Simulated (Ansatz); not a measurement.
# Re under changes of volume

One of the cells (14.714 Å³/atom); the others are scaled copies at fixed shape and fractional positions:

```
Re
1.0
     2.76080    0.00000    0.00000
    -1.38040    2.39092    0.00000
     0.00000    0.00000    4.45820
Re
2
Direct
  0.66667 0.33333 0.75000
  0.33333 0.66667 0.25000
```

```yaml
Program: Ansatz 0.2.0
Functional: PBE
Potentials_or_basis: Ansatz PAW
Cutoff: "420 eV (not typed: the program's choice for these potentials)"
k_mesh: 11 × 11 × 6
Occupations: fermi-dirac, width 0.05 eV
Spin: no spin polarisation
```

| volume (Å³/atom) | energy over the lowest point (meV/atom) | pressure (GPa) |
| --- | --- | --- |
| 13.831 | 108.29 | 33.5 |
| 14.125 | 56.38 | 23.4 |
| 14.420 | 22.17 | 14.2 |
| 14.714 | 3.92 | 6.0 |
| 15.008 | 0.00 | -1.4 |
| 15.303 | ? | ? |
| 15.597 | 29.45 | -14.0 |

Question: What does the run at 15.303 Å³/atom give?

Answer: Energy over the lowest point 8.95 meV/atom; pressure -8.0 GPa.

Worked out: A Birch-Murnaghan fit of order 3 (a polynomial in V^(-2/3)) to the other rows has its minimum at 14.95 Å³/atom with B0 = V·E''(V) = 363 GPa and B' = 4.4 at fixed shape and positions, which overstates the stiffness. It gives 8.96 meV/atom at 15.303 Å³/atom, against the run's 8.95, and -dE/dV = -8.1 GPa, against -8.0.

Energies are extrapolated to zero smearing.
